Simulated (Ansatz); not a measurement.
Consider the ligand exchange at a Ge–N bond: `C[N]([GeH3])[InH2]` + `CC(=O)O` → `CC(=O)[O][GeH3]` + `C[NH][InH2]`.

Computed with Ansatz on PBE0-D4/def2-TZVP structures; ΔE is electronic, products minus reactants. CCSD(T)/CBS adds triple-zeta CCSD(T) − MP2 to the extrapolated MP2 energy (def2 sets, frozen cores). DFT in def2-TZVPP. B3LYP here is the variant with VWN-RPA as its local correlation; programs differ in this. HSE06 is defined as in plane-wave codes. Elements past krypton have def2 core potentials. For Ge, In outer-core shells are correlated without core-valence functions, which leaves a few kJ/mol of doubt a bond. Scalar relativity is left out up to krypton. One conformer a species, not always the lowest.

```csv
level,ΔE (kJ/mol),difference from CCSD(T)/CBS
LDA (SPW92),-22.6,-3.2
PBE-D4,-23.7,-4.3
revPBE-D4,-23.8,-4.4
BLYP-D4,-28.0,-8.6
r2SCAN-D4,-27.1,-7.7
B97M-V,-28.3,-8.9
PBE0-D4,-23.2,-3.8
B3LYP-D4,-27.6,-8.2
r2SCAN0-D4,-25.8,-6.4
HSE06-D4,-22.9,-3.5
BHLYP-D4,-27.4,-8.0
CAM-B3LYP-D4,-30.0,-10.6
ωB97M-V,-26.9,-7.5
B2PLYP,-27.6,-8.2
PBE-QIDH,-22.4,-3.0
PBE,-26.4,-7.0
BLYP,-33.1,-13.7
r2SCAN,-27.6,-8.2
PBE0,-25.6,-6.2
B3LYP,-32.1,-12.7
r2SCANh,-27.1,-7.7
HSE06,-25.3,-5.9
BHLYP,-32.9,-13.5
CAM-B3LYP,-32.7,-13.3
LC-ωPBE,-28.3,-8.9
RPA@PBE/def2-TZVPP,-22.6,-3.2
HF/def2-SVP,-29.3,-9.9
MP2/def2-SVP,-16.4,3.0
CCSD/def2-SVP,-20.5,-1.1
CCSD(T)/def2-SVP,-19.6,-0.2
HF/def2-TZVPP,-35.6,-16.2
MP2/def2-TZVPP,-17.6,1.8
SCS-MP2/def2-TZVPP,-21.7,-2.3
CCSD/def2-TZVPP,-23.1,-3.7
CCSD(T)/def2-TZVPP,-21.6,-2.2
HF/def2-QZVPP,-36.7,-17.3
MP2/def2-QZVPP,-16.7,2.7
HF/CBS(def2),-36.8,-17.4
MP2/CBS(def2),-15.4,4.0
CCSD/CBS(def2),-20.8,-1.4
CCSD(T)/CBS,-19.4,0
```

(1) What do rigid-rotor, harmonic-oscillator terms from PBE0-D4/def2-TZVP frequencies (298.15 K, 1 bar) make of the CCSD(T)/CBS value? (Best estimate.)

Largest T1 diagnostic among the species: 0.016.

Answers

(1) The calculation gave: ΔZPE = +0.2 kJ/mol, ΔH = -19.2 kJ/mol, ΔS = -1 J/(mol·K), ΔG = -19.0 kJ/mol.

The D4 term adds +4.5 kJ/mol with B3LYP and +2.4 kJ/mol with PBE0; it sums over pairs of atoms, weighted by their polarisabilities, and B3LYP, whose exchange is more repulsive, gets the larger term. In def2-TZVPP, CCSD(T) changes the Hartree–Fock value by +14.0 kJ/mol (the triples alone add +1.5 kJ/mol) and MP2 by +18.0 kJ/mol.

CCSD(T)/CBS has its own doubt, a few kJ/mol and more with outer-core shells, so smaller differences from it don't rank the levels.
